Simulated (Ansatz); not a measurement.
Input, command and steps of an Ansatz relaxation.

```yaml
crystal:
  lattice:
    - [3.6065567554, 2.0822465136, 3.0619836375]
    - [-3.6065567554, 2.0822465136, 3.0619836375]
    - [0.0, -4.1644930271, 3.0619836375]
  atoms:
    - { symbol: In, position: [0.2787907308, 0.2787907308, 0.2787907308] }
    - { symbol: In, position: [0.7212092692, 0.7212092692, 0.7212092692] }
    - { symbol: P, position: [0.7894158848, 0.2366711094, 0.7894158848] }
    - { symbol: P, position: [0.7894158848, 0.7894158848, 0.2366711094] }
    - { symbol: P, position: [0.2366711094, 0.7894158848, 0.7894158848] }
    - { symbol: P, position: [0.2105841152, 0.7633288906, 0.2105841152] }
    - { symbol: P, position: [0.7633288906, 0.2105841152, 0.2105841152] }
    - { symbol: P, position: [0.2105841152, 0.2105841152, 0.7633288906] }
basis:
  ecutwfc: 420
kpoints:
  mp_grid: { grid: [6, 6, 6] }
hamiltonian:
  xc: pbesol
scf:
  occupations: { method: gaussian, width: 0.1 }
output:
  forces: true
  stress: true
  eigenvalues: true
relax:
  adjacent_minimum: "off"
  f_tol: 0.01
  max_steps: 30
  cell: { stress_tol: 0.1, fix: [volume] }
```

```bash
ansatz run input.yaml --threads 2 --pin off --max-ram 5120MiB --backend cpu --events-out ev --progress --plain --runs-dir out
```

Level of theory: Ansatz 0.2.0, DFT PBEsol, scalar-relativistic, plane waves, PAW.

The volume is held at 0.88 times that of the relaxed cell.

Of 5 frames 4 are shown, positions in Å and forces in eV/Å; the SCF threshold varies from step to step. Steps run on the plane waves of an earlier cell, with a Pulay correction in the pressure. The basis is chosen afresh for the last frame, the zero of the energies, and at times for earlier ones too; energy and pressure step there, also at an unchanged geometry.

```xyz
8
Lattice="3.6066 2.0822 3.0620 -3.6066 2.0822 3.0620 0.0000 -4.1645 3.0620" Properties=species:S:1:pos:R:3:forces:R:3 pbc="T T T" step=1 free_energy_over_end_meV_per_atom=1.94 pressure_GPa=11.02
In    0.0000    0.0000    2.5610    0.0000    0.0000    0.0205
In    0.0000    0.0000    6.6250    0.0000    0.0000   -0.0205
P     1.9935   -1.1510    5.5590   -0.1407    0.0812   -0.2340
P     0.0000    2.3019    5.5590    0.0000   -0.1624   -0.2340
P    -1.9935   -1.1510    5.5590    0.1407    0.0812   -0.2340
P    -1.9935    1.1510    3.6269    0.1407   -0.0812    0.2340
P     1.9935    1.1510    3.6269   -0.1407   -0.0812    0.2340
P     0.0000   -2.3019    3.6269    0.0000    0.1624    0.2340
8
Lattice="3.6239 2.0923 3.0327 -3.6239 2.0923 3.0327 0.0000 -4.1846 3.0327" Properties=species:S:1:pos:R:3:forces:R:3 pbc="T T T" step=2 free_energy_over_end_meV_per_atom=0.29 pressure_GPa=10.28
In    0.0000    0.0000    2.5603    0.0000    0.0000   -0.0177
In    0.0000    0.0000    6.5378    0.0000    0.0000    0.0177
P     2.0051   -1.1577    5.4951   -0.0430    0.0248   -0.1101
P     0.0000    2.3153    5.4951    0.0000   -0.0496   -0.1101
P    -2.0051   -1.1577    5.4951    0.0430    0.0248   -0.1101
P    -2.0051    1.1577    3.6030    0.0430   -0.0248    0.1101
P     2.0051    1.1577    3.6030   -0.0430   -0.0248    0.1101
P     0.0000   -2.3153    3.6030    0.0000    0.0496    0.1101
8
Lattice="3.6231 2.0918 3.0341 -3.6231 2.0918 3.0341 0.0000 -4.1836 3.0341" Properties=species:S:1:pos:R:3:forces:R:3 pbc="T T T" step=3 free_energy_over_end_meV_per_atom=0.07 pressure_GPa=9.96
In    0.0000    0.0000    2.5684    0.0000    0.0000   -0.0024
In    0.0000    0.0000    6.5340    0.0000    0.0000    0.0024
P     2.0064   -1.1584    5.4893   -0.0271    0.0157    0.0147
P     0.0000    2.3168    5.4893    0.0000   -0.0313    0.0147
P    -2.0064   -1.1584    5.4893    0.0271    0.0157    0.0147
P    -2.0064    1.1584    3.6131    0.0271   -0.0157   -0.0147
P     2.0064    1.1584    3.6131   -0.0271   -0.0157   -0.0147
P     0.0000   -2.3168    3.6131    0.0000    0.0313   -0.0147
8
Lattice="3.6237 2.0922 3.0330 -3.6237 2.0922 3.0330 0.0000 -4.1843 3.0330" Properties=species:S:1:pos:R:3:forces:R:3 pbc="T T T" step=5 free_energy_over_end_meV_per_atom=0.00 pressure_GPa=9.95
In    0.0000    0.0000    2.5607    0.0000    0.0000   -0.0092
In    0.0000    0.0000    6.5383    0.0000    0.0000    0.0092
P     2.0033   -1.1566    5.4897    0.0045   -0.0026   -0.0013
P     0.0000    2.3133    5.4897    0.0000    0.0052   -0.0013
P    -2.0033   -1.1566    5.4897   -0.0045   -0.0026   -0.0013
P    -2.0033    1.1566    3.6093   -0.0045    0.0026    0.0013
P     2.0033    1.1566    3.6093    0.0045    0.0026    0.0013
P     0.0000   -2.3133    3.6093    0.0000   -0.0052    0.0013
```

It took 22 s on 2 threads of Arm Neoverse V2, with other jobs on the host, peak memory 0.47 GiB.